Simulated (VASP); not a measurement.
## MoS2 under changes of volume

One of the cells (16.356 Å³/atom); the others are scaled copies at fixed shape and fractional positions:

```xyz
3
Lattice="3.1511 0.0000 0.0000 -1.5756 2.7290 0.0000 0.0000 0.0000 5.7061" Properties=species:S:1:pos:R:3 pbc="T T T"
Mo    0.0000    0.0000    2.8530
S     1.5756    0.9097    4.4140
S     0.0000    1.8193    1.2921
```

Measurements of this composition are mostly on another form, of space group No. 194.

```yaml
Program: VASP 6.6.1
Functional: LDA
Potentials_or_basis: VASP PAW LDA potentials, release 64 (Mo_sv, S)
Cutoff: 520 eV
k_mesh: 8 × 8 × 4
Occupations: fermi-dirac, width 0.05 eV
Spin: no spin polarisation
```

| volume (Å³/atom) | energy over the lowest point (meV/atom) | pressure (GPa) | largest force (eV/Å) |
| --- | --- | --- | --- |
| 15.702 | 15.10 | 7.5 | 0.667 |
| 16.029 | 3.74 | 3.6 | 0.318 |
| 16.356 | 0.00 | 0.0 | 0.005 |
| 16.683 | 3.13 | -3.2 | 0.304 |
| 17.010 | ? | ? | ? |

Question: What does the run at 17.010 Å³/atom give?

Answer: Energy over the lowest point 12.45 meV/atom; pressure -6.0 GPa; largest force 0.581 eV/Å.

Worked out: A Birch-Murnaghan fit of order 2 (a polynomial in V^(-2/3)) to the other rows has its minimum at 16.36 Å³/atom with B0 = V·E''(V) = 168 GPa at fixed shape and positions, which overstates the stiffness. It gives 12.50 meV/atom at 17.010 Å³/atom, against the run's 12.45, and -dE/dV = -6.0 GPa, against -6.0.

Energies are extrapolated to zero smearing.
